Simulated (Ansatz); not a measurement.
# TiO2 (Imma) in Ansatz: band structure with PBE+U

Aim: the band structure of TiO2 with PBE+U.

Program: Ansatz 0.2.0. These are calculated values, not measurements. Logs are shortened: lines on timing, memory, paths and dates and some standing lists are left out, and cuts for length are marked.

## 1. The crystal as given

It takes space group Imma (No. 74, orthorhombic). Conventional cell: a = 5.946 Å, b = 6.575 Å, c = 6.575 Å, α = 90.00°, β = 90.00°, γ = 90.00°. Ti (site symmetry 2/m) has 6 O at 1.96 to 2.00 Å as nearest neighbours. Ti (site symmetry mm2) is surrounded by 6 O at 1.94 to 2.00 Å. O (site symmetry m) is surrounded by 3 Ti at 1.94 to 2.00 Å. O (site symmetry m) has 3 Ti at 1.96 to 2.00 Å as nearest neighbours.

The cell is a database's computed one.

## 2. Band structure, PBE+U

File input.yaml:

```yaml
crystal:
  lattice:
    - [-2.97316, 3.287369, 3.287402]
    - [2.97316, -3.287369, 3.287402]
    - [2.97316, 3.287369, -3.287402]
  atoms:
    - { symbol: Ti, position: [0.0, 0.5, 0.0] }
    - { symbol: Ti, position: [0.0, 0.0, 0.5] }
    - { symbol: Ti, position: [0.495245, 0.245245, 0.25] }
    - { symbol: Ti, position: [0.504755, 0.754755, 0.75] }
    - { symbol: O, position: [0.695081, 0.69523, 0.500149] }
    - { symbol: O, position: [0.695081, 0.194932, 0.999851] }
    - { symbol: O, position: [0.804516, 0.749617, 0.054899] }
    - { symbol: O, position: [0.194718, 0.749617, 0.445101] }
    - { symbol: O, position: [0.805282, 0.250383, 0.554899] }
    - { symbol: O, position: [0.304919, 0.805068, 0.000149] }
    - { symbol: O, position: [0.195484, 0.250383, 0.945101] }
    - { symbol: O, position: [0.304919, 0.30477, 0.499851] }
hamiltonian:
  xc: pbe
  pseudopotentials: { kind: paw }
  hubbard: { sites: [{ species: Ti, l: d, u_eff: 3.0 }] }
kpoints:
  mp_grid: { grid: [6, 6, 6] }
  band_path:
    path:
      - [[0.0, 0.0, 0.0], [-0.5, 0.0, 0.0], [-0.5, -0.5, 0.5], [0.0, 0.0, 0.0], [0.4544894662, -0.4544894662, -0.4544894662], [-0.25, -0.25, -0.25], [0.0, -0.5, 0.0], [-0.4544894662, -0.5455105338, 0.4544894662], [-0.5, -0.5, 0.5]]
      - [[-0.5, 0.0, 0.0], [-0.25, -0.25, -0.25]]
    npoints: 10
scf:
  occupations: { method: fermi_dirac, width: 0.05 }
  n_extra_bands: 30
output:
  forces: true
  stress: true
  eigenvalues: true
  fatbands: true
  write_density: true
  write_potential: true
  elf: true
  volumetric_format: npy
```

Potentials or basis: Ansatz PAW.

Launch:

```console
> ansatz run input.yaml --threads 4 --pin off --max-ram 11264MiB --backend cpu --events-out ev --progress --plain --runs-dir out
```

The log of the run:

```text
Warning: RAYON_NUM_THREADS=4 ignored (pool sized by the plan → 4); use --threads N
Ti: projections on atomic orbitals take those of the free atom [Ne] 3s2 3p6 3d2 4s2, of charge +0.00 (hamiltonian.pseudopotentials.projection_atoms); the dataset's partial waves leave at most 4.1e-7 of an orbital's norm unspanned inside its sphere
O: projections on atomic orbitals take those of the free atom [He] 2s2 2p4, of charge +0.00 (hamiltonian.pseudopotentials.projection_atoms); the dataset's partial waves leave at most 1.9e-8 of an orbital's norm unspanned inside its sphere
scf.n_extra_bands = 30 over 48 filled bands (N_el = 96.0): the run solves 78 bands
Engine: ansatz 0.2.0, aarch64-unknown-linux-gnu
Pseudopotentials: kind: paw
Pseudopotential: Ti, paw, valence charge 12, recommended cutoff 420 eV (normal), Ti.paw.azcp
Pseudopotential: O, paw, valence charge 6, recommended cutoff 420 eV (normal), O.paw.azcp
Functional definition: PBE
  parameter kappa = 0.804
  parameter beta = 0.06672455060314922
  exchange = pbe_x(kappa = kappa, mu = beta*pi^2/3)
  correlation = pbe_c(beta = beta)
Crystal: 12 atoms, lattice volume = 128.523 Å³
Basis set: ecut = 420 eV, 2497 PW (Γ), exchange–correlation on 80×80×80 points (8 copies of the dense FFT grid, shifted against one another)
Bands: 78, of which v1, the nominal top of the filled ones, is band 48 counted from 1 (47 counted from 0)
Symmetry: 8 space group operations
Space group: Imma (ITA 74), of the structure as read, at distance tolerance 5.0e-5 Å
k-points: 46 of 216
Non-local potential: Ti, projectors of the file, l = 0: 3, l = 1: 2, l = 2: 3, l = 3: 1
Non-local potential: O, projectors of the file, l = 0: 2, l = 1: 2, l = 2: 1
PAW form: soft (Blöchl's): semilocal exchange-correlation on the pseudo side does not see the compensation charge
PAW one-centre angular grid: Ti, 590 points (default); XC on 64 Gauss nodes
PAW one-centre angular grid: O, 110 points (default); XC on 64 Gauss nodes
Initial density: superposition of atomic densities (chi_scale 0.1, normalization cell, long waves of neutral atoms under a Hubbard term (reshape's long-wave potential 0.00 eV rms, cloud 2.26 Å wide))
Initial wavefunctions: pseudopotential atomic-orbital guess
Functional: x = pbe(κ = 0.804, μ = 0.2195149727645171), c = pbe(β = 0.06672455060314922)
SCF iter   1: F=—  HF=-14545.684627 eV  |F-HF|=—  |Δ(HF+E_count)|=         —  Δρ=8.58e-2  dr2=9.79e0  ethr=3.10e-3  ⟨swp⟩=5.0  Hψ=12275  notcnv=0  defer=293
preconditioner: auto → Resta (q_TF=auto, 2.599 Å⁻¹)  ε∞=4.5  [insulator: Δε(μ)=2.861 eV  Ē_g=14.009 eV  σ=0.050 eV  W_gap=1.00  n_scr=42 (ndim 8)  ℏωp=26.2 eV  f_vac=0.000  D(μ)=0.00/eV (n_scr^D=0)  ε∞_Penn≈4.5]
SCF iter   2: F=—  HF=-14544.829597 eV  |F-HF|=—  |Δ(HF+E_count)|=   8.55e-1  Δρ=5.79e-2  dr2=3.02e0  ethr=3.10e-3  ⟨swp⟩=2.1  Hψ=5905  notcnv=0  defer=1063
SCF iter   3: F=—  HF=-14544.557850 eV  |F-HF|=—  |Δ(HF+E_count)|=   2.72e-1  Δρ=2.49e-2  dr2=6.37e-1  ethr=3.10e-3  ⟨swp⟩=2.1  Hψ=3949  notcnv=0  defer=1063
SCF iter   4: F=—  HF=-14544.659090 eV  |F-HF|=—  |Δ(HF+E_count)|=   1.01e-1  Δρ=6.42e-3  dr2=5.47e-2  ethr=6.63e-4  ⟨swp⟩=2.4  Hψ=4536  notcnv=0  defer=996
SCF iter   5: F=—  HF=-14544.672857 eV  |F-HF|=—  |Δ(HF+E_count)|=   1.38e-2  Δρ=1.66e-3  dr2=4.81e-3  ethr=5.69e-5  ⟨swp⟩=2.0  Hψ=4411  notcnv=0  defer=996
SCF iter   6: F=—  HF=-14544.675820 eV  |F-HF|=—  |Δ(HF+E_count)|=   2.96e-3  Δρ=5.84e-4  dr2=4.35e-4  ethr=5.01e-6  ⟨swp⟩=2.0  Hψ=3904  notcnv=0  defer=996
SCF iter   7: F=—  HF=-14544.675873 eV  |F-HF|=—  |Δ(HF+E_count)|=   5.32e-5  Δρ=3.97e-4  dr2=2.18e-4  ethr=4.53e-7  ⟨swp⟩=2.0  Hψ=3891  notcnv=0  defer=996
SCF iter   8: F=—  HF=-14544.675846 eV  |F-HF|=—  |Δ(HF+E_count)|=   2.68e-5  Δρ=6.09e-5  dr2=4.75e-6  ethr=2.27e-7  ⟨swp⟩=2.0  Hψ=3682  notcnv=0  defer=996
SCF iter   9: F=—  HF=-14544.675845 eV  |F-HF|=—  |Δ(HF+E_count)|=   1.50e-6  Δρ=2.30e-5  dr2=6.85e-7  ethr=4.94e-9  ⟨swp⟩=2.0  Hψ=4822  notcnv=0  defer=994
SCF iter  10: F=—  HF=-14544.675845 eV  |F-HF|=—  |Δ(HF+E_count)|=   2.61e-7  Δρ=1.15e-5  dr2=1.68e-7  ethr=1.04e-10  ⟨swp⟩=15.1  Hψ=24946  notcnv=0
SCF iter  11: F=-14544.675845 eV  HF=-14544.675845 eV  |F-HF|=5.45e-9  |Δ(HF+E_count)|=   1.38e-8  Δρ=2.05e-6  dr2=4.10e-9  ethr=1.04e-10  ⟨swp⟩=7.8  Hψ=14911  notcnv=0
SCF 1 converged in 11 iterations: F = -14544.675845 eV  dr2 = 4.10e-9
NSCF: frozen V_eff on 92 k-points
SCF converged after 11 iterations
Free energy (F): -14544.675845 eV
Harris-Foulkes:  -14544.675845 eV  (|F-HF|=5.45e-9)
Internal energy: -14544.675845 eV  (E = F + TS)
E sigma→0 (E₀):  -14544.675845 eV
Fermi energy:    10.007755 eV
--- Per-component energies (eV) ---
  E_band       = -822.898647
  E_kinetic    = 2487.316827
  E_local      = -6262.187741  (includes V_loc(G=0)·N_el)
  E_nonlocal   = 388.222002
  E_hartree    = 2375.320153
  E_xc         = -985.007538
  E_vxc        = -1247.312794  (∫ρ·V_xc dr)
  E_hubbard    = 9.670466  (on-site DFT+U / exact-exchange correction)
  E_vhub       = 6.684475  (the Hubbard potential's part of the band-sum identity)
  E_paw        = -5440.678469  (= ΣΔE_a)
  E_vpaw       = -946.281853  (= ΣTr[D̂ρ^β])
  E_aug_tail   = 0.020568  (compensation charges beyond the density's cutoff)
  E_ewald      = -7117.352114
  E_smearing   = -0.000000  (= −TS)
  E_closure    = -0.000000  (closes the sum)
  Σ components = -14544.675845   (vs F -14544.675845, Δ=0.00e0)
--- Forces (eV/Å), atoms counted from 1 ---
  atom   1  Ti    -0.00000000     0.00000000     0.00000000
  atom   2  Ti     0.00000000     0.00000000    -0.00000000
  atom   3  Ti    -0.00000000     0.00000000     0.08941546
  atom   4  Ti     0.00000000     0.00000000    -0.08941546
  atom   5  O     -0.00451844     0.00000000    -0.04490745
  atom   6  O      0.00451844     0.00000000    -0.04490745
  atom   7  O     -0.00000000     0.05714253     0.02404871
  atom   8  O      0.00000000    -0.05714253     0.02404871
  atom   9  O     -0.00000000     0.05714253    -0.02404871
  atom  10  O     -0.00451844     0.00000000     0.04490745
  atom  11  O      0.00000000    -0.05714253    -0.02404871
  atom  12  O      0.00451844     0.00000000     0.04490745
  max |Σ_I F_I| component: 6.94e-18 eV/Å
--- Stress (GPa, compression-positive) ---
        2.799836       0.000000       0.000000
        0.000000       0.172185      -0.000000
        0.000000      -0.000000       0.265234
  P = ⅓ Tr σ = 1.0791 GPa (10.791 kbar)
--- Band table (eV; the first three rows and the last of 46) ---
  k-point 0: bands = ["-48.7942", "-48.7772", "-48.7527", "-48.7456", "-25.2496", "-25.2435", "-25.0434", "-25.0420", "-24.9228", "-24.9154", "-24.9135", "-24.9082", "-24.9072", "-24.9042", "-24.8632", "-24.8346", "-9.1918", "-7.9592", "-7.8622", "-7.8620", "-7.6537", "-7.6525", "-7.3858", "-7.3840", "3.3208", "3.8050", "4.3725", "4.3749", "4.4053", "4.4637", "4.4647", "5.2285", "5.2289", "5.4805", "5.4822", "6.1452", "6.1476", "6.3516", "6.3542", "6.9577", "7.7723", "7.7785", "8.2097", "8.2492", "8.2494", "8.4749", "8.4759", "8.9663", "11.1402", "11.3459", "11.6446", "11.6694", "11.6857", "11.7812", "11.7971", "12.2307", "12.2391", "12.4435", "12.4562", "13.0257", "13.4072", "14.4960", "14.5007", "14.5576", "14.5629", "15.2147", "15.2194", "16.1391", "16.4709", "20.2490", "20.2527", "20.4020", "20.4055", "22.5860", "22.5937", "23.1843", "23.3973", "23.3974"]
  k-point 1: bands = ["-48.7913", "-48.7758", "-48.7553", "-48.7483", "-25.2253", "-25.2177", "-25.0357", "-25.0289", "-24.9386", "-24.9334", "-24.9120", "-24.9054", "-24.9013", "-24.9005", "-24.8879", "-24.8629", "-9.0781", "-7.9318", "-7.9138", "-7.8317", "-7.7201", "-7.6354", "-7.4521", "-7.4193", "3.4880", "3.9353", "4.2574", "4.4298", "4.4625", "4.5391", "4.5907", "5.1426", "5.1439", "5.4294", "5.5991", "6.2876", "6.3152", "6.3801", "6.5321", "6.7843", "7.5977", "7.6797", "7.7822", "8.0833", "8.1913", "8.2147", "8.2915", "8.8754", "11.3200", "11.5349", "11.6218", "11.6251", "11.8143", "11.8158", "11.9123", "12.1875", "12.3690", "12.3826", "12.4564", "13.2182", "13.3050", "14.0196", "14.5359", "14.5502", "14.9947", "15.0587", "15.1047", "15.9837", "16.8696", "20.3910", "20.5599", "20.5649", "20.6279", "22.3127", "22.8044", "23.2154", "23.4884", "23.8972"]
  k-point 2: bands = ["-48.7834", "-48.7714", "-48.7625", "-48.7553", "-25.1580", "-25.1468", "-25.0181", "-24.9969", "-24.9666", "-24.9619", "-24.9465", "-24.9451", "-24.9126", "-24.9051", "-24.9012", "-24.8956", "-8.7734", "-8.0475", "-7.8662", "-7.8506", "-7.7473", "-7.6472", "-7.6044", "-7.5094", "3.8082", "4.3469", "4.3673", "4.4430", "4.4804", "4.6620", "4.7423", "5.0137", "5.3183", "5.3599", "5.8160", "6.0278", "6.5623", "6.5948", "6.5999", "6.8310", "6.8788", "7.0916", "7.4792", "7.7651", "7.8927", "7.9300", "8.2030", "8.5921", "11.4839", "11.5495", "11.5736", "11.9550", "12.0429", "12.1077", "12.1489", "12.1894", "12.2240", "12.3624", "12.6612", "13.0468", "13.6547", "13.6976", "14.4337", "14.5593", "14.5616", "14.8661", "15.3193", "15.6671", "17.9108", "20.0364", "21.0692", "21.1089", "21.2992", "22.3201", "23.2539", "23.4704", "23.8108", "23.8170"]
  k-point 45: bands = ["-48.7865", "-48.7794", "-48.7519", "-48.7449", "-25.2503", "-25.2443", "-25.0530", "-25.0518", "-24.9214", "-24.9140", "-24.9125", "-24.9072", "-24.9009", "-24.8981", "-24.8516", "-24.8460", "-8.4925", "-8.4909", "-7.7831", "-7.7829", "-7.7632", "-7.7619", "-7.5076", "-7.5058", "3.5670", "3.5696", "4.5559", "4.5603", "5.1677", "5.1679", "5.2958", "5.2962", "5.4520", "5.4522", "6.1059", "6.1074", "6.1243", "6.1284", "6.7965", "6.8010", "6.9656", "6.9698", "7.5162", "7.5178", "7.6142", "7.6167", "7.8321", "7.8353", "11.1140", "11.1205", "11.7027", "11.7045", "12.0643", "12.0662", "12.3908", "12.4028", "12.6729", "12.6816", "12.8669", "12.8710", "14.0976", "14.1034", "14.3988", "14.4063", "14.5795", "14.5842", "15.2009", "15.2083", "19.9371", "19.9388", "21.0693", "21.0705", "21.5110", "21.5142", "23.3910", "23.3962", "24.0536", "24.0539"]
Occupation matrices written to <dir>
```

Wall time 25 s (4 threads of Arm Neoverse V1, shared host); peak memory 1.3 GiB.

What came out:

```
Free energy             : -14544.6758 eV
Pressure                : 1.1 GPa
Largest force           : 0.089 eV/Å
Band gap on the k mesh  : 2.15 eV
Band gap along the path : 2.15 eV
```

Forces on the atoms (eV/Å):
```
Ti   0.000  0.000  0.000
Ti   0.000  0.000  0.000
Ti   0.000  0.000  0.089
Ti   0.000  0.000 -0.089
O   -0.005  0.000 -0.045
O    0.005  0.000 -0.045
O    0.000  0.057  0.024
O    0.000 -0.057  0.024
O    0.000  0.057 -0.024
O   -0.005  0.000  0.045
O    0.000 -0.057 -0.024
O    0.005  0.000  0.045
```

Stress tensor (GPa, compression positive):
```
2.80 0.00 0.00
0.00 0.17 0.00
0.00 0.00 0.27
```

Levels at the corners of the path, in eV from the valence-band top:
```
point  band 44  band 45  band 46  band 47  band 48  band 49  band 50  band 51  band 52  band 53
    Γ    -0.72    -0.72    -0.49    -0.49     0.00     2.17     2.38     2.68     2.70     2.72
    X    -1.61    -1.03    -1.03    -0.74    -0.74     2.21     2.21     2.74     2.74     3.18
    M    -1.45    -1.35    -1.35    -1.13    -1.13     2.15     2.15     2.74     2.74     3.10
    Γ    -0.72    -0.72    -0.49    -0.49     0.00     2.17     2.38     2.68     2.70     2.72
    Z    -1.46    -1.42    -1.42    -1.16    -1.16     2.19     2.19     2.74     2.74     2.93
    P    -1.91    -0.83    -0.83    -0.82    -0.82     2.77     2.77     2.78     2.78     3.38
    N    -1.55    -1.21    -1.20    -0.65    -0.63     2.52     2.53     2.83     2.86     3.15
   Z1    -1.46    -1.42    -1.42    -1.16    -1.16     2.19     2.19     2.74     2.74     2.93
    M    -1.45    -1.35    -1.35    -1.13    -1.13     2.15     2.15     2.74     2.74     3.10
    X    -1.61    -1.03    -1.03    -0.74    -0.74     2.21     2.21     2.74     2.74     3.18
    P    -1.91    -0.83    -0.83    -0.82    -0.82     2.77     2.77     2.78     2.78     3.38
```

Eigenvalues of the final occupation matrices:
```
  site  spin  trace               eigenvalues
site 1     1   1.05  0.13 0.16 0.16 0.29 0.31
site 2     1   1.05  0.13 0.16 0.16 0.29 0.31
site 3     1   1.05  0.13 0.16 0.16 0.29 0.31
site 4     1   1.05  0.13 0.16 0.16 0.29 0.31
```

Caveat: the pressure holds a Pulay correction of +0.7 GPa for the finite cutoff.
